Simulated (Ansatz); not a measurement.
# Si on Al(100): change of the work function

Wanted: Δφ(θ) for Si/Al(100), starting from the hollow site.

Program: Ansatz 0.2.0. Level of theory: plane-wave DFT, PBE, Ansatz PAW. Results are calculated unless marked as measured.

**1. The starting structure**

The cell holds 4 atoms: 4 Al. Its edges and angles: a = 2.864 Å, b = 2.864 Å, c = 24.075 Å, α = 90.0°, β = 90.0°, γ = 90.0°. Vacuum lies along c.

**2. The clean slab**

The bare slab comes first, as the zero from which every change is counted. The two lowest layers are held at bulk places and the upper ones relax. The dipole correction removes the false field that a one-sided slab makes across the periodic vacuum, so each face gets a flat vacuum level of its own.

input.yaml reads:

```yaml
crystal:
  lattice:
    - [2.8637824638, 0.0, 0.0]
    - [0.0, 2.8637824638, 0.0]
    - [0.0, 0.0, 24.075]
  atoms:
    - { symbol: Al, position: [0.5, 0.5, 0.3738317757] }
    - { symbol: Al, position: [0.0, 0.0, 0.4579439252] }
    - { symbol: Al, position: [0.5, 0.5, 0.5420560748] }
    - { symbol: Al, position: [0.0, 0.0, 0.6261682243] }
kpoints:
  mp_grid: { grid: [12, 12, 1] }
hamiltonian:
  xc: pbe
scf:
  occupations: { method: fermi_dirac, width: 0.1 }
  convergence: { dr2_threshold: 1.0e-08 }
efield:
  axis: 3
  dipole_correction: true
  ramp_position: 0.97
  ramp_width: 0.06
relax:
  f_tol: 0.02
  max_steps: 60
  constraints: [{ sites: [0, 1] }]
output:
  write_potential: true
  write_density: true
  volumetric_format: npy
```

Started as:

```
> ansatz run input.yaml --threads 2 --pin off --max-ram 4096MiB --backend cpu --events-out ev --progress --plain --runs-dir out
```

Numbers of over 12 decimals in the logs are rounded to 6 here.

The log of the run:

```text
Engine: ansatz 0.2.0, aarch64-unknown-linux-gnu
Pseudopotentials: kind: paw
Pseudopotential: Al, paw, valence charge 3, recommended cutoff 420 eV (normal), Al.paw.azcp
Functional definition: PBE
  parameter kappa = 0.804
  parameter beta = 0.066725
  exchange = pbe_x(kappa = kappa, mu = beta*pi^2/3)
  correlation = pbe_c(beta = beta)
Crystal: 4 atoms, lattice volume = 197.445 Å³
Basis set: ecut = 420 eV, 3877 PW (Γ), exchange–correlation on 40×40×324 points (8 copies of the dense FFT grid, shifted against one another)
Bands: 10, of which v1, the nominal top of the filled ones, is band 6 counted from 1 (5 counted from 0)
Symmetry: 8 space group operations
k-points: 28 of 144
Non-local potential: Al, projectors of the file, l = 0: 2, l = 1: 2, l = 2: 1
PAW form: soft (Blöchl's): semilocal exchange-correlation on the pseudo side does not see the compensation charge
PAW one-centre angular grid: Al, 110 points (default); XC on 64 Gauss nodes
Initial density: superposition of atomic densities (neutral atoms: chi_scale 0, normalization atom), corrected by the library's trained network
Initial wavefunctions: pseudopotential atomic-orbital guess
Functional: x = pbe(κ = 0.804, μ = 0.219515), c = pbe(β = 0.066725)
SCF iter   1: F=—  HF=-2149.073312 eV  |F-HF|=—  |Δ(HF+E_count)|=         —  Δρ=1.35e-3  dr2=4.43e-2  ethr=1.77e-3  p=0.000 e·Å  D=4.85e-14 V/Å  ΔV_dip=-0.00 eV  dr2_dipole=8.88e-8  V_vac-E_F(+/−)=4.19/4.19 eV  ⟨swp⟩=7.7  Hψ=2497  notcnv=0
efield: sawtooth ramp at fractional position 0.9700 (set: `efield.ramp_position`, or a place that a band, a saddle search or an elastic batch's reference lends), width 0.0600; the density the first Hamiltonian is built on has a dipole p = 0.000 e·Å; the dipole correction subtracts the counter field D = 4.85e-14 V/Å, which shifts the + side's vacuum level by -0.00 eV against the − side's; the planar-averaged density in the ramp window peaks in size at 7.4e-6 e/Å³
preconditioner: auto → LDOS  [metal: Δε(μ)=0.111 eV  Ē_g=6.245 eV  σ=0.100 eV  W_gap=0.27  n_scr=12 (ndim 8)  ℏωp=9.2 eV  f_vac=0.539  D(μ)=1.77/eV (n_scr^D=8)  β→1.0]
SCF iter   2: F=—  HF=-2149.069339 eV  |F-HF|=—  |Δ(HF+E_count)|=   3.97e-3  Δρ=3.72e-4  dr2=2.51e-4  ethr=3.69e-4  p=-0.000 e·Å  D=-1.60e-6 V/Å  ΔV_dip=0.00 eV  dr2_dipole=1.12e-7  V_vac-E_F(+/−)=4.30/4.30 eV  ⟨swp⟩=1.2  Hψ=520  notcnv=0
SCF iter   3: F=—  HF=-2149.069584 eV  |F-HF|=—  |Δ(HF+E_count)|=   2.45e-4  Δρ=6.51e-5  dr2=6.56e-5  ethr=2.09e-6  p=0.000 e·Å  D=1.17e-6 V/Å  ΔV_dip=-0.00 eV  dr2_dipole=1.44e-9  V_vac-E_F(+/−)=4.30/4.30 eV  ⟨swp⟩=2.6  Hψ=554  notcnv=0
SCF iter   4: F=—  HF=-2149.069765 eV  |F-HF|=—  |Δ(HF+E_count)|=   1.81e-4  Δρ=1.90e-5  dr2=7.49e-6  ethr=5.47e-7  p=0.000 e·Å  D=1.08e-6 V/Å  ΔV_dip=-0.00 eV  dr2_dipole=3.03e-11  V_vac-E_F(+/−)=4.30/4.30 eV  ⟨swp⟩=1.5  Hψ=319  notcnv=0
SCF iter   5: F=—  HF=-2149.069768 eV  |F-HF|=—  |Δ(HF+E_count)|=   2.21e-6  Δρ=2.85e-6  dr2=1.76e-8  ethr=6.24e-8  p=0.000 e·Å  D=1.02e-7 V/Å  ΔV_dip=-0.00 eV  dr2_dipole=2.53e-10  V_vac-E_F(+/−)=4.30/4.30 eV  ⟨swp⟩=2.1  Hψ=349  notcnv=0
SCF iter   6: F=-2149.069768 eV  HF=-2149.069768 eV  |F-HF|=2.17e-9  |Δ(HF+E_count)|=   1.32e-7  Δρ=9.95e-7  dr2=8.50e-9  ethr=8.33e-11  p=0.000 e·Å  D=2.78e-7 V/Å  ΔV_dip=-0.00 eV  dr2_dipole=9.34e-11  V_vac-E_F(+/−)=4.30/4.30 eV  ⟨swp⟩=10.3  Hψ=2053  notcnv=0
SCF 1 converged in 6 iterations: F = -2149.069768 eV  dr2 = 8.50e-9
  greatest PAW one-centre occupation: 0.476 electrons in one spin orbital (limit 2), on the Al atom at site 0 (counted from 0), in its partial waves of l = 0
relax step   1: F+E_penalty+E_count = -2149.06976777 eV  Δ(F+E_penalty+E_count) = +0.000e0 eV  max|allowed force component| = 8.598e-2 eV/Å  Δτ_max = 0.0000 Å  (6 SCF iters, accepted)
Initial density: handed on by an earlier stage of this run
Initial wavefunctions: those handed on with the density
iter 1 solved again at ethr=3.58e-5 eV; its pass at ethr=3.10e-3 eV (dr2=4.30e-3 eV) is discarded
SCF iter   1: F=—  HF=-2149.070734 eV  |F-HF|=—  |Δ(HF+E_count)|=         —  Δρ=3.87e-4  dr2=4.25e-3  ethr=3.58e-5  p=0.000 e·Å  D=2.79e-7 V/Å  ΔV_dip=-0.00 eV  dr2_dipole=8.48e-4  V_vac-E_F(+/−)=4.30/4.30 eV  ⟨swp⟩=1.1  Hψ=1337  notcnv=0
efield: sawtooth ramp at fractional position 0.9700 (set: `efield.ramp_position`, or a place that a band, a saddle search or an elastic batch's reference lends), width 0.0600; the density the first Hamiltonian is built on has a dipole p = 0.000 e·Å; the dipole correction subtracts the counter field D = 2.79e-7 V/Å, which shifts the + side's vacuum level by -0.00 eV against the − side's; the planar-averaged density in the ramp window peaks in size at 1.1e-7 e/Å³
preconditioner: auto → LDOS  [metal: Δε(μ)=0.091 eV  Ē_g=6.216 eV  σ=0.100 eV  W_gap=0.22  n_scr=12 (ndim 8)  ℏωp=9.2 eV  f_vac=0.537  D(μ)=1.89/eV (n_scr^D=10)  β→1.0]
SCF iter   2: F=—  HF=-2149.070368 eV  |F-HF|=—  |Δ(HF+E_count)|=   3.66e-4  Δρ=2.37e-4  dr2=6.53e-4  ethr=3.54e-5  p=0.000 e·Å  D=5.37e-5 V/Å  ΔV_dip=-0.00 eV  dr2_dipole=5.89e-5  V_vac-E_F(+/−)=4.30/4.30 eV  ⟨swp⟩=2.3  Hψ=395  notcnv=0
SCF iter   3: F=—  HF=-2149.070334 eV  |F-HF|=—  |Δ(HF+E_count)|=   3.37e-5  Δρ=4.24e-5  dr2=3.63e-5  ethr=5.44e-6  p=0.000 e·Å  D=3.76e-4 V/Å  ΔV_dip=-0.01 eV  dr2_dipole=5.08e-6  V_vac-E_F(+/−)=4.29/4.30 eV  ⟨swp⟩=2.6  Hψ=441  notcnv=0
SCF iter   4: F=—  HF=-2149.070508 eV  |F-HF|=—  |Δ(HF+E_count)|=   1.74e-4  Δρ=8.66e-6  dr2=3.60e-7  ethr=3.03e-7  p=0.000 e·Å  D=3.71e-4 V/Å  ΔV_dip=-0.01 eV  dr2_dipole=7.84e-10  V_vac-E_F(+/−)=4.29/4.30 eV  ⟨swp⟩=1.8  Hψ=407  notcnv=0
SCF iter   5: F=—  HF=-2149.070509 eV  |F-HF|=—  |Δ(HF+E_count)|=   2.68e-7  Δρ=2.82e-6  dr2=1.69e-8  ethr=3.00e-9  p=0.000 e·Å  D=3.75e-4 V/Å  ΔV_dip=-0.01 eV  dr2_dipole=8.23e-10  V_vac-E_F(+/−)=4.29/4.30 eV  ⟨swp⟩=2.5  Hψ=523  notcnv=0
SCF iter   6: F=-2149.070509 eV  HF=-2149.070509 eV  |F-HF|=3.51e-9  |Δ(HF+E_count)|=   4.54e-8  Δρ=6.32e-7  dr2=1.37e-9  ethr=8.33e-11  p=0.000 e·Å  D=3.78e-4 V/Å  ΔV_dip=-0.01 eV  dr2_dipole=1.04e-10  V_vac-E_F(+/−)=4.29/4.30 eV  ⟨swp⟩=9.2  Hψ=1838  notcnv=0
SCF 2 converged in 6 iterations: F = -2149.070509 eV  dr2 = 1.37e-9
  greatest PAW one-centre occupation: 0.477 electrons in one spin orbital (limit 2), on the Al atom at site 3 (counted from 0), in its partial waves of l = 0
relax step   2: F+E_penalty+E_count = -2149.07050878 eV  Δ(F+E_penalty+E_count) = -7.410e-4 eV  max|allowed force component| = 1.989e-2 eV/Å  Δτ_max = 0.0157 Å  (6 SCF iters, accepted)
NSCF: frozen V_eff on 28 k-points
the search or the solves at the SCF's close seem to have found levels that the self-consistency loop had missed (the run counts 1). By its estimate they hold under 1e-12 electrons; where the run keeps them, the occupations were computed again with them
WARN: The output density's exchange-correlation potential varies sharply where the density is thin. Do not read a vacuum level from v_tot or v_xc, or from such a field of the output density. On a cell that repeats whose density bears no net charge and no dipole along the vacuum's axis use v_es (v_loc + v_h of the components); under efield.dipole_correction with no amplitude use v_es + v_field, which holds any externa [...]
SCF converged after 6 iterations
Free energy (F): -2149.070509 eV
Harris-Foulkes:  -2149.070509 eV  (|F-HF|=3.51e-9)
Internal energy: -2149.011085 eV  (E = F + TS)
E sigma→0 (E₀):  -2149.040797 eV
Entropy (-TS):   -0.059424 eV (-14.856 meV/atom)
Fermi energy:    -0.147918 eV
Dipole field:    D = 0.000364 V/Å  (p = 0.000397 e·Å, saw-weighted, corrected)
Work function:   Φ+ = 4.2929 eV   Φ− = 4.3016 eV
Levels:          The Fermi level and band energies are counted from a zero that moves with the ramp; work functions are not
--- Per-component energies (eV) ---
  E_band       = -50.329324
  E_kinetic    = 85.713780
  E_local      = -2761.718043  (includes V_loc(G=0)·N_el)
  E_nonlocal   = 41.955323
  E_hartree    = 1354.964325
  E_xc         = -155.889557
  E_vxc        = -111.721352  (∫ρ·V_xc dr)
  E_paw        = -1869.136310  (= ΣΔE_a)
  E_vpaw       = -14.488216  (= ΣTr[D̂ρ^β])
  E_aug_tail   = -0.000009  (compensation charges beyond the density's cutoff)
  E_efield     = 0.000000  (sawtooth field / dipole correction)
  E_vefield    = 0.000005  (∫n·V_field dr)
  E_ewald      = 1155.099405
  E_smearing   = -0.059424  (= −TS)
  E_closure    = -0.000000  (closes the sum)
  Σ components = -2149.070509   (vs F -2149.070509, Δ=0.00e0)
--- Forces (eV/Å), atoms counted from 1 ---
  atom   1  Al     0.00000000     0.00000000    -0.04353659
  atom   2  Al     0.00000000     0.00000000     0.03675531
  atom   3  Al    -0.00000000     0.00000000     0.01989361
  atom   4  Al     0.00000000     0.00000000    -0.01311337
  max |Σ_I F_I| component: 1.04e-6 eV/Å
--- Band table (eV; the first three rows and the last of 28) ---
  k-point 0: bands = ["-10.7344", "-9.3519", "-7.2434", "-4.4197", "-2.1006", "1.3274", "3.2832", "4.1394", "4.3751", "5.5434"]
  k-point 1: bands = ["-10.6095", "-9.2280", "-7.1208", "-4.2979", "-1.9846", "1.4396", "3.4047", "3.5200", "4.2685", "4.4924"]
  k-point 2: bands = ["-10.2356", "-8.8569", "-6.7537", "-3.9335", "-1.6377", "1.1533", "1.8770", "2.5034", "3.7893", "4.4870"]
  k-point 27: bands = ["-2.5943", "-2.5943", "-1.3140", "-1.3140", "-1.2842", "-1.2630", "0.1501", "0.1695", "0.6486", "0.6486"]
--- Relaxed structure (2 steps of the walk, 2 accepted, 0 SCFs on fresh bases) ---
  F+E_penalty+E_count = -2149.07050878 eV   max|allowed force component| = 1.989e-2 eV/Å
  atoms:
    - { symbol: Al, position: [0.5, 0.5, 0.373832] }
    - { symbol: Al, position: [0.0, 0.0, 0.457944] }
    - { symbol: Al, position: [0.5, 0.5, 0.541405] }
    - { symbol: Al, position: [0, 0.0, 0.626621] }
```

It took 11 s on 2 threads of Arm Neoverse N1, shared host; peak memory 0.37 GiB.

The steps of the relaxation:

```tsv
step	energy less that of the first step (eV)	largest force component (eV/Å)
1	0.0000	0.0860
2	-0.0007	0.0199
```

The run keeps the 8 symmetry operations that it works with, so distortions that break them were not tested.

The atoms that moved most (Å):

```tsv
atom	dx	dy	dz	length
Al3	0.000	0.000	-0.016	0.016
Al4	0.000	0.000	0.011	0.011
```

This step gave:

| Property | Result |
| --- | --- |
| energy at zero smearing | -2149.0408 eV |
| work function, upper face | 4.293 eV |
| dipole along the normal | 3.97e-4 e·Å |

Running mean over 2.025 Å of the planar mean; the ramp of the sawtooth is left out. Electron's electrostatic potential energy less the Fermi level against z:

z (Å), electron's electrostatic potential energy less the Fermi level (eV) and a bar from the least value:
```
      3.0       4.30 ##############################
      3.5       4.30 ##############################
      4.0       4.30 ##############################
      4.5       4.30 ##############################
      5.0       4.30 ##############################
      5.5       4.28 ##############################
      6.0       4.23 ##############################
      6.5       4.06 #############################
      7.0       3.50 ###########################
      7.5       1.87 ######################
      8.0      -0.52 ##############
      8.5      -2.83 ######
      9.0      -4.18 #
      9.5      -4.50 
     10.0      -4.56 
     10.5      -4.57 
     11.0      -4.58 
     11.5      -4.61 
     12.0      -4.62 
     12.5      -4.61 
     13.0      -4.56 
     13.5      -4.49 
     14.0      -4.45 #
     14.5      -4.42 #
     15.0      -4.25 #
     15.5      -3.15 #####
     16.0      -0.94 ############
     16.5       1.48 #####################
     17.0       3.30 ###########################
     17.5       4.00 #############################
     18.0       4.21 ##############################
     18.5       4.27 ##############################
     19.0       4.29 ##############################
     19.5       4.29 ##############################
     20.0       4.29 ##############################
     20.5       4.29 ##############################
     21.0       4.29 ##############################
```

The relaxation took 2 steps and lowered the energy by 7.4e-4 eV; the largest force on the free atoms ends at 0.020 eV/Å.

The work function of the upper face is 4.29 eV.

(Continued in part 2 of 4.)

[Logs are printed without paths, hosts, clocks, repeated set-up lines and the standing remarks that a program may print on its own settings, such as how far it seeks lower states.]

[Hosts, paths, dates, database ids (printed as entryN), source tags and the programs' standing remarks are cut or masked in the printed files.]

[Maps of the electrostatic potential energy from Ansatz leave out the sawtooth potential of an applied field or a dipole correction, so their vacuum need not be flat; planar profiles and work functions include it.]
